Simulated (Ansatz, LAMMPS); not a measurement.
**Which site? a vacancy of O in amorphous Al2O3 (155 atoms)**

At which site of amorphous Al2O3 (155 atoms) does a vacancy of O cost least, and what about the site decides it?

Method: Kohn-Sham DFT, PBE, PAW (set soft_2), plane waves, in Ansatz 0.2.0.

**1. Starting point**

The cell holds 155 atoms: 62 Al and 93 O. Cell: a = 12.259 Å, b = 12.259 Å, c = 12.259 Å, α = 90.0°, β = 90.0°, γ = 90.0°. 155 atoms (62 Al, 93 O) placed at random at 2.85 g/cm³, melted at 5000 K for 10 ps at fixed volume with the Morse and Coulomb pair potential with partial charges (Pedone, Malavasi, Menziani, Cormack and Segre, J. Phys. Chem. B 110, 11780 (2006)). Quenched from 5000 K to 300 K at 20 K/ps and fixed volume, held 5 ps, then minimised at fixed cell.

What the set-up can't give: The quench rate of 20 K/ps far exceeds what a furnace or splat quench reaches, so expect more defects and frozen-in strain than in a real sample. The network of bonds at the start is that of the classical potential that made the cell, and needn't be the one that DFT or experiment would give. The Brillouin zone is sampled at Γ only, in a cell whose shortest periodic width is 12 Å.

**2. Single point at the start**

A single point comes first, to see the forces before anything moves.

The input, input.yaml:

```yaml
crystal:
  lattice:
    - [12.2588, 0.0, 0.0]
    - [0.0, 12.2588, 0.0]
    - [0.0, 0.0, 12.2588]
  atoms:
    - { symbol: Al, position: [0.92778, 0.01368, 0.37643] }
    - { symbol: Al, position: [0.37866, 0.78293, 0.8894] }
    - { symbol: Al, position: [0.06278, 0.54028, 0.23068] }
    - { symbol: Al, position: [0.86786, 0.35276, 0.66743] }
    - { symbol: Al, position: [0.23905, 0.62078, 0.01026] }
    - { symbol: Al, position: [0.07149, 0.34572, 0.39298] }
    - { symbol: Al, position: [0.94844, 0.22058, 0.20062] }
    - { symbol: Al, position: [0.89102, 0.84704, 0.56398] }
    - { symbol: Al, position: [0.71564, 0.58732, 0.98176] }
    - { symbol: Al, position: [0.85058, 0.58718, 0.78402] }
    - { symbol: Al, position: [0.51693, 0.06645, 0.70919] }
    - { symbol: Al, position: [0.97691, 0.56899, 0.00304] }
    - { symbol: Al, position: [0.81574, 0.58645, 0.22241] }
    - { symbol: Al, position: [0.08049, 0.25103, 0.64914] }
    - { symbol: Al, position: [0.37701, 0.55956, 0.3697] }
    - { symbol: Al, position: [0.14256, 0.09391, 0.22043] }
    - { symbol: Al, position: [0.06348, 0.45483, 0.80622] }
    - { symbol: Al, position: [0.31862, 0.21407, 0.65209] }
    - { symbol: Al, position: [0.90144, 0.09206, 0.93624] }
    - { symbol: Al, position: [0.29039, 0.99693, 0.56268] }
    - { symbol: Al, position: [0.63383, 0.42351, 0.179] }
    - { symbol: Al, position: [0.85072, 0.50623, 0.47337] }
    - { symbol: Al, position: [0.80038, 0.02005, 0.17846] }
    - { symbol: Al, position: [0.52832, 0.32808, 0.65316] }
    - { symbol: Al, position: [0.4328, 0.76413, 0.12814] }
    - { symbol: Al, position: [0.69193, 0.20044, 0.23972] }
    - { symbol: Al, position: [0.12356, 0.84915, 0.68927] }
    - { symbol: Al, position: [0.53945, 0.98048, 0.18224] }
    - { symbol: Al, position: [0.25446, 0.36619, 0.21738] }
    - { symbol: Al, position: [0.25318, 0.61356, 0.76401] }
    - { symbol: Al, position: [0.54749, 0.0645, 0.96175] }
    - { symbol: Al, position: [0.32705, 0.00326, 0.83221] }
    [... 117 atom lines left out ...]
    - { symbol: O, position: [0.2099, 0.04731, 0.10245] }
    - { symbol: O, position: [0.43081, 0.80426, 0.76456] }
    - { symbol: O, position: [0.42163, 0.35678, 0.89616] }
    - { symbol: O, position: [0.87651, 0.04291, 0.06492] }
    - { symbol: O, position: [0.82592, 0.96066, 0.62988] }
    - { symbol: O, position: [0.65999, 0.08093, 0.75517] }
kpoints:
  mp_grid: { grid: [1, 1, 1] }
hamiltonian:
  xc: pbe
scf:
  occupations: { method: gaussian, width: 0.05 }
output:
  forces: true
```

Command:

```sh
$ ansatz run input.yaml --threads 4 --pin off --max-ram 8192MiB --backend cpu --events-out ev --progress --plain --runs-dir out
```

Numbers of over 12 decimals in the logs are rounded to 6 here.

Log:

```text
[...]
Pseudopotentials: kind: paw
Pseudopotential: Al, paw, valence charge 3, recommended cutoff 420 eV (normal), Al.paw.azcp
Pseudopotential: O, paw, valence charge 6, recommended cutoff 420 eV (normal), O.paw.azcp
[... 5 lines on functional and potentials left out ...]
Crystal: 155 atoms, lattice volume = 1842.230 Å³
Basis set: ecut = 420 eV, 36041 PW (Γ), exchange–correlation on 180×180×180 points (8 copies of the dense FFT grid, shifted against one another)
Bands: 527, of which v1, the nominal top of the filled ones, is band 372 counted from 1 (371 counted from 0)
Symmetry: 1 space group operations
Space group: P1 (ITA 1), of the structure as read, at distance tolerance 1.2e-4 Å
k-points: 1
[... 5 lines on functional and potentials left out ...]
Initial density: superposition of atomic densities (neutral atoms: chi_scale 0, normalization atom), corrected by the library's trained network
Initial wavefunctions: pseudopotential atomic-orbital guess
[...]
SCF iter   1: F=—  HF=-86305.255494 eV  |F-HF|=—  |Δ(HF+E_count)|=         —  Δρ=2.20e-3  dr2=1.21e-1  ethr=1.77e-3  ⟨swp⟩=6.0  Hψ=2364  notcnv=0  defer=71
preconditioner: auto → Resta (q_TF=auto, 2.346 Å⁻¹)  ε∞=3.3  [insulator: Δε(μ)=3.189 eV  Ē_g=15.478 eV  σ=0.050 eV  W_gap=1.00  n_scr=388 (ndim 8)  ℏωp=23.6 eV  f_vac=0.082  D(μ)=0.00/eV (n_scr^D=0)  ε∞_Penn≈3.3]
SCF iter   2: F=—  HF=-86305.242033 eV  |F-HF|=—  |Δ(HF+E_count)|=   1.35e-2  Δρ=1.21e-3  dr2=2.93e-2  ethr=1.63e-5  ⟨swp⟩=2.0  Hψ=986  notcnv=0  defer=146
SCF iter   3: F=—  HF=-86305.248281 eV  |F-HF|=—  |Δ(HF+E_count)|=   6.25e-3  Δρ=5.35e-4  dr2=7.96e-3  ethr=3.94e-6  ⟨swp⟩=2.0  Hψ=689  notcnv=0  defer=50
automatic band count: iteration 3 solves 431 bands in place of 527: the levels show a gap, and the empty bands left out lie too high to hold charge; the band table lists the bands solved (type scf.n_extra_bands for more)
SCF iter   4: F=—  HF=-86305.249493 eV  |F-HF|=—  |Δ(HF+E_count)|=   1.21e-3  Δρ=1.50e-4  dr2=4.89e-4  ethr=1.07e-6  ⟨swp⟩=2.0  Hψ=689  notcnv=0  defer=50
SCF iter   5: F=—  HF=-86305.249487 eV  |F-HF|=—  |Δ(HF+E_count)|=   6.15e-6  Δρ=9.97e-5  dr2=1.56e-4  ethr=6.57e-8  ⟨swp⟩=2.0  Hψ=682  notcnv=0  defer=50
SCF iter   6: F=—  HF=-86305.249463 eV  |F-HF|=—  |Δ(HF+E_count)|=   2.41e-5  Δρ=2.76e-5  dr2=1.69e-5  ethr=2.10e-8  ⟨swp⟩=2.0  Hψ=682  notcnv=0  defer=50
SCF iter   7: F=—  HF=-86305.253405 eV  |F-HF|=—  |Δ(HF+E_count)|=   3.94e-3  Δρ=1.08e-5  dr2=2.63e-6  ethr=2.27e-9  ⟨swp⟩=2.0  Hψ=803  notcnv=0  defer=52
SCF iter   8: F=—  HF=-86305.253405 eV  |F-HF|=—  |Δ(HF+E_count)|=   1.58e-7  Δρ=7.72e-6  dr2=9.56e-7  ethr=3.53e-10  ⟨swp⟩=2.0  Hψ=750  notcnv=0  defer=52
SCF iter   9: F=-86305.253404 eV  HF=-86305.253405 eV  |F-HF|=5.12e-8  |Δ(HF+E_count)|=   2.98e-7  Δρ=2.25e-6  dr2=8.20e-8  ethr=1.34e-11  ⟨swp⟩=3.0  Hψ=1714  notcnv=0
SCF 1 converged in 9 iterations: F = -86305.253404 eV  dr2 = 8.20e-8
[...]
SCF converged after 9 iterations
Free energy (F): -86305.253404 eV
Harris-Foulkes:  -86305.253405 eV  (|F-HF|=5.12e-8)
Internal energy: -86305.253404 eV  (E = F + TS)
E sigma→0 (E₀):  -86305.253404 eV
Fermi energy:    6.295736 eV
--- Per-component energies (eV) ---
[...]
Σ components = -86305.253404   (vs F -86305.253404, Δ=0.00e0)
--- Forces (eV/Å), atoms counted from 1 ---
  atom   1  Al    -0.15167706     0.07932893     0.10632578
  atom   2  Al     0.70937262     0.25311534     0.31098445
  atom   3  Al     0.26186402     0.27952543     0.08576101
  atom   4  Al     0.23776880     0.03883738    -0.07519947
[...]
atom 155  O     -0.57360705    -0.25549732    -0.51767798
  max |Σ_I F_I| component: 1.21e-4 eV/Å
```

It took 24 s on 4 threads of Arm Neoverse V2, shared host; peak memory 2.6 GiB.

The r.m.s. force at the start is 0.37 eV/Å.

**3. Relaxation**

The atoms are relaxed in the fixed cell, aiming at the force tolerance of the input.

The input, input.yaml:

```yaml
crystal:
  lattice:
    - [12.2588, 0.0, 0.0]
    - [0.0, 12.2588, 0.0]
    - [0.0, 0.0, 12.2588]
  atoms:
    [... the 155 atom lines of step 2 ...]
kpoints:
  mp_grid: { grid: [1, 1, 1] }
hamiltonian:
  xc: pbe
scf:
  occupations: { method: gaussian, width: 0.05 }
output:
  forces: true
relax:
  f_tol: 0.05
  max_steps: 120
```

Log:

```text
[...]
Crystal: 155 atoms, lattice volume = 1842.230 Å³
Basis set: ecut = 420 eV, 36041 PW (Γ), exchange–correlation on 180×180×180 points (8 copies of the dense FFT grid, shifted against one another)
Bands: 527, of which v1, the nominal top of the filled ones, is band 372 counted from 1 (371 counted from 0)
Symmetry: 1 space group operations
[...]
k-points: 1
[...]
SCF iter   1: F=—  HF=-86305.255494 eV  |F-HF|=—  |Δ(HF+E_count)|=         —  Δρ=2.20e-3  dr2=1.21e-1  ethr=1.77e-3  ⟨swp⟩=6.0  Hψ=2364  notcnv=0  defer=71
[...]
SCF iter   6: F=-86305.253399 eV  HF=-86305.253405 eV  |F-HF|=6.44e-6  |Δ(HF+E_count)|=   2.81e-5  Δρ=2.71e-5  dr2=1.65e-5  ethr=8.40e-9  ⟨swp⟩=2.0  Hψ=1584  notcnv=0
SCF 1 converged in 6 iterations: F = -86305.253399 eV  dr2 = 1.65e-5
[...]
relax step   1: F+E_penalty+E_count = -86305.25339901 eV  Δ(F+E_penalty+E_count) = +0.000e0 eV  max|allowed force component| = 1.327e0 eV/Å  Δτ_max = 0.0000 Å  (6 SCF iters, dr2 threshold 6.25e-5 eV, accepted)
[...]
relax step   2: F+E_penalty+E_count = -86306.57257525 eV  Δ(F+E_penalty+E_count) = -1.319e0 eV  max|allowed force component| = 8.326e-1 eV/Å  Δτ_max = 0.0762 Å  (6 SCF iters, dr2 threshold 1.00e-4 eV, accepted)
[...]
relax step   3: F+E_penalty+E_count = -86307.73848677 eV  Δ(F+E_penalty+E_count) = -1.166e0 eV  max|allowed force component| = 3.680e-1 eV/Å  Δτ_max = 0.2000 Å  (7 SCF iters, dr2 threshold 4.33e-5 eV, accepted)
relax step   4: F+E_penalty+E_count = -86308.09693240 eV  Δ(F+E_penalty+E_count) = -3.584e-1 eV  max|allowed force component| = 1.289e-1 eV/Å  Δτ_max = 0.2000 Å  (7 SCF iters, dr2 threshold 2.65e-5 eV, accepted)
relax step   5: F+E_penalty+E_count = -86308.18886969 eV  Δ(F+E_penalty+E_count) = -9.194e-2 eV  max|allowed force component| = 8.682e-2 eV/Å  Δτ_max = 0.2000 Å  (10 SCF iters, accepted)
relax step   6: F+E_penalty+E_count = -86308.22638287 eV  Δ(F+E_penalty+E_count) = -3.751e-2 eV  max|allowed force component| = 1.507e-1 eV/Å  Δτ_max = 0.2000 Å  (10 SCF iters, accepted)
relax step   7: F+E_penalty+E_count = -86308.30639301 eV  Δ(F+E_penalty+E_count) = -8.001e-2 eV  max|allowed force component| = 1.303e-1 eV/Å  Δτ_max = 0.2000 Å  (7 SCF iters, dr2 threshold 1.03e-5 eV, accepted)
relax step   8: F+E_penalty+E_count = -86308.27331005 eV  Δ(F+E_penalty+E_count) = +3.308e-2 eV  max|allowed force component| = 6.282e-1 eV/Å  Δτ_max = 0.1948 Å  (7 SCF iters, dr2 threshold 1.27e-5 eV, rejected (line search))
relax step   9: F+E_penalty+E_count = -86308.38604246 eV  Δ(F+E_penalty+E_count) = -7.965e-2 eV  max|allowed force component| = 1.258e-1 eV/Å  Δτ_max = 0.0974 Å  (9 SCF iters, accepted)
relax step  10: F+E_penalty+E_count = -86308.45260888 eV  Δ(F+E_penalty+E_count) = -6.657e-2 eV  max|allowed force component| = 3.080e-1 eV/Å  Δτ_max = 0.0970 Å  (7 SCF iters, dr2 threshold 1.18e-5 eV, accepted)
relax step  11: F+E_penalty+E_count = -86308.57922209 eV  Δ(F+E_penalty+E_count) = -1.266e-1 eV  max|allowed force component| = 3.796e-1 eV/Å  Δτ_max = 0.1458 Å  (6 SCF iters, dr2 threshold 8.83e-5 eV, accepted)
relax step  12: F+E_penalty+E_count = -86308.80168329 eV  Δ(F+E_penalty+E_count) = -2.225e-1 eV  max|allowed force component| = 1.422e-1 eV/Å  Δτ_max = 0.2000 Å  (6 SCF iters, dr2 threshold 1.00e-4 eV, accepted)
relax step  13: F+E_penalty+E_count = -86308.88307511 eV  Δ(F+E_penalty+E_count) = -8.139e-2 eV  max|allowed force component| = 2.089e-1 eV/Å  Δτ_max = 0.2000 Å  (8 SCF iters, dr2 threshold 2.83e-6 eV, accepted)
relax step  14: F+E_penalty+E_count = -86308.92056577 eV  Δ(F+E_penalty+E_count) = -3.749e-2 eV  max|allowed force component| = 1.282e-1 eV/Å  Δτ_max = 0.1753 Å  (7 SCF iters, dr2 threshold 6.12e-6 eV, accepted)
relax step  15: F+E_penalty+E_count = -86308.93319130 eV  Δ(F+E_penalty+E_count) = -1.263e-2 eV  max|allowed force component| = 3.923e-2 eV/Å  Δτ_max = 0.0453 Å  (6 SCF iters, dr2 threshold 6.18e-6 eV, accepted)
[...]
relax step  16: F+E_penalty+E_count = -86308.93319201 eV  Δ(F+E_penalty+E_count) = -7.159e-7 eV  max|allowed force component| = 3.935e-2 eV/Å  Δτ_max = 0.0000 Å  (4 SCF iters, accepted)
SCF converged after 4 iterations
Free energy (F): -86308.933192 eV
[...]
Internal energy: -86308.933192 eV  (E = F + TS)
E sigma→0 (E₀):  -86308.933192 eV
Fermi energy:    6.198883 eV
[...]
--- Forces (eV/Å), atoms counted from 1 ---
  atom   1  Al    -0.00153607     0.00159682    -0.00236716
  atom   2  Al     0.01224916     0.01408229     0.00260341
  atom   3  Al    -0.03029664    -0.00350523     0.01849529
  atom   4  Al    -0.00344366     0.00779033    -0.00359315
  atom   5  Al    -0.00337349    -0.00897091     0.01569836
  atom   6  Al    -0.01151591    -0.00368115    -0.00324287
  atom   7  Al    -0.00295026     0.01447287     0.00823267
  atom   8  Al    -0.00995949    -0.01270707    -0.00928881
  atom   9  Al    -0.01096521    -0.02370581     0.00344541
  atom  10  Al    -0.00812946    -0.01286318     0.00590635
  atom  11  Al     0.00628103     0.00156888     0.00402569
  atom  12  Al    -0.00635088    -0.00697532    -0.00434839
  atom  13  Al    -0.00255273    -0.00472435    -0.00236551
  atom  14  Al     0.00845564     0.00756037    -0.00399603
[...]
atom 154  O     -0.00192126     0.00388839     0.00433656
  atom 155  O      0.00970639    -0.01060380     0.00056026
  max |Σ_I F_I| component: 1.24e-4 eV/Å
--- Relaxed structure (16 steps of the walk, 15 accepted, 0 SCFs on fresh bases) ---
  F+E_penalty+E_count = -86308.93319201 eV   max|allowed force component| = 3.935e-2 eV/Å
  atoms:
    - { symbol: Al, position: [0.928743, -0.0017264, 0.369780] }
    - { symbol: Al, position: [0.402537, 0.780378, 0.898735] }
    - { symbol: Al, position: [0.021928, 0.529339, 0.242500] }
    - { symbol: Al, position: [0.872306, 0.350626, 0.649597] }
[...]
- { symbol: O, position: [0.660722, 0.075786, 0.750136] }
```

The job ended after 5.1 min (4 threads; peak memory 2.6 GiB).

The relaxation converged after 16 steps, 3.68 eV below its start, with a largest force component of 0.039 eV/Å.

**4. Single point at the relaxed geometry**

One more single point at the end of the walk gives the fuller output and checks the residual forces.

The input, input.yaml:

```yaml
crystal:
  lattice:
    - [12.2588, 0.0, 0.0]
    - [0.0, 12.2588, 0.0]
    - [0.0, 0.0, 12.2588]
  atoms:
    - { symbol: Al, position: [0.92874, 0.99827, 0.36978] }
    - { symbol: Al, position: [0.40254, 0.78038, 0.89873] }
    - { symbol: Al, position: [0.02193, 0.52934, 0.2425] }
    - { symbol: Al, position: [0.87231, 0.35063, 0.6496] }
    - { symbol: Al, position: [0.23769, 0.62853, 0.01955] }
    - { symbol: Al, position: [0.06271, 0.3249, 0.38705] }
    [... 143 atom lines left out ...]
    - { symbol: O, position: [0.21112, 0.04611, 0.10455] }
    - { symbol: O, position: [0.43224, 0.78979, 0.761] }
    - { symbol: O, position: [0.41788, 0.35914, 0.89511] }
    - { symbol: O, position: [0.88167, 0.07425, 0.07739] }
    - { symbol: O, position: [0.82816, 0.95488, 0.63335] }
    - { symbol: O, position: [0.66072, 0.07579, 0.75014] }
kpoints:
  mp_grid: { grid: [1, 1, 1] }
hamiltonian:
  xc: pbe
scf:
  occupations: { method: gaussian, width: 0.05 }
output:
  forces: true
  stress: true
  populations: true
  dos:
    method: { smearing: { sigma: 0.1 } }
    de: 0.1
    projected: { site_lists: { Al: [Al], O: [O] } }
  eigenvalues: true
  write_density: true
  write_potential: true
  volumetric_format: npy
```

Log:

```text
[...]
Crystal: 155 atoms, lattice volume = 1842.230 Å³
Basis set: ecut = 420 eV, 36041 PW (Γ), exchange–correlation on 180×180×180 points (8 copies of the dense FFT grid, shifted against one another)
Bands: 527, of which v1, the nominal top of the filled ones, is band 372 counted from 1 (371 counted from 0)
Symmetry: 1 space group operations
[...]
k-points: 1
[...]
SCF iter   1: F=—  HF=-86308.933605 eV  |F-HF|=—  |Δ(HF+E_count)|=         —  Δρ=2.32e-3  dr2=1.24e-1  ethr=1.77e-3  ⟨swp⟩=6.0  Hψ=2365  notcnv=0  defer=68
[...]
SCF iter   9: F=-86308.933181 eV  HF=-86308.933181 eV  |F-HF|=1.89e-8  |Δ(HF+E_count)|=   1.34e-7  Δρ=1.77e-6  dr2=5.55e-8  ethr=1.34e-11  ⟨swp⟩=20.0  Hψ=4851  notcnv=0
SCF 1 converged in 9 iterations: F = -86308.933181 eV  dr2 = 5.55e-8
[...]
WARN: The input density's exchange-correlation potential varies sharply where the density is thin. Do not read a vacuum level from v_tot or v_xc, or from such a field of the output density. On a cell that repeats whose density bears no net charge and no dipole along the vacuum's axis use v_es (v_loc + v_h of the components); [...]
SCF converged after 9 iterations
Free energy (F): -86308.933181 eV
[...]
Internal energy: -86308.933181 eV  (E = F + TS)
E sigma→0 (E₀):  -86308.933181 eV
Fermi energy:    6.198904 eV
[...]
--- Forces (eV/Å), atoms counted from 1 ---
  atom   1  Al    -0.00084801     0.00298470    -0.00230764
  atom   2  Al     0.01052436     0.01391518     0.00295273
  atom   3  Al    -0.03039325    -0.00356446     0.01799092
  atom   4  Al    -0.00478331     0.00686737    -0.00569063
  atom   5  Al    -0.00459714    -0.00784680     0.01610640
  atom   6  Al    -0.00964764    -0.00147523    -0.00355590
  atom   7  Al    -0.00365105     0.01449957     0.00882802
  atom   8  Al    -0.00983983    -0.01318346    -0.00899608
  atom   9  Al    -0.01207142    -0.02380162     0.00432413
  atom  10  Al    -0.00751658    -0.01298949     0.00615662
  atom  11  Al     0.00756173    -0.00106284     0.00560962
  atom  12  Al    -0.00657344    -0.00720343    -0.00371605
  atom  13  Al    -0.00413290    -0.00363181    -0.00372141
  atom  14  Al     0.00967774     0.00559730    -0.00537659
[...]
atom 154  O     -0.00154514     0.00391602     0.00417719
  atom 155  O      0.01044334    -0.01143959     0.00026993
  max |Σ_I F_I| component: 1.50e-4 eV/Å
--- Stress (GPa, compression-positive) ---
       -0.630936      -0.469346      -0.522493
       -0.469345      -1.090994       0.713772
       -0.522494       0.713782      -0.774750
  P = ⅓ Tr σ = -0.8322 GPa (-8.322 kbar)
--- Band table (eV) ---
[...]
--- Löwdin populations: 155 sites ---
  site symbol       q [e]
     0     Al      1.6150
     1     Al      1.6612
     2     Al      1.6397
[...]
154      O      6.8356
  spilling = 0.008460 (of n_electrons = 744.000000)
```

Wall time 45 s (4 threads); peak memory 2.7 GiB; 2.9 min of CPU time.

The program notes that the exchange-correlation potential is rough where the density is thin.

The run gave:

```yaml
free_energy: -86308.9332 eV
free_energy_per_atom: -556.8318 eV/atom
scf_cycles: 9
pressure: -0.8322 GPa
r_m_s_force_component: 0.00779 eV/Å
longest_force: 0.04383 eV/Å
fermi_energy: 6.199 eV
spacing_of_highest_filled_and_lowest_empty_level: 3.131 eV
spilling_of_the_projection: 0.00846
```

(Part 1 of 2 ends here.)

[Logs are printed without paths, hosts, clocks, repeated set-up lines and the standing remarks that a program may print on its own settings, such as how far it seeks lower states.]

[Hosts, paths, dates, database ids (printed as entryN), source tags and the programs' standing remarks are cut or masked in the printed files.]
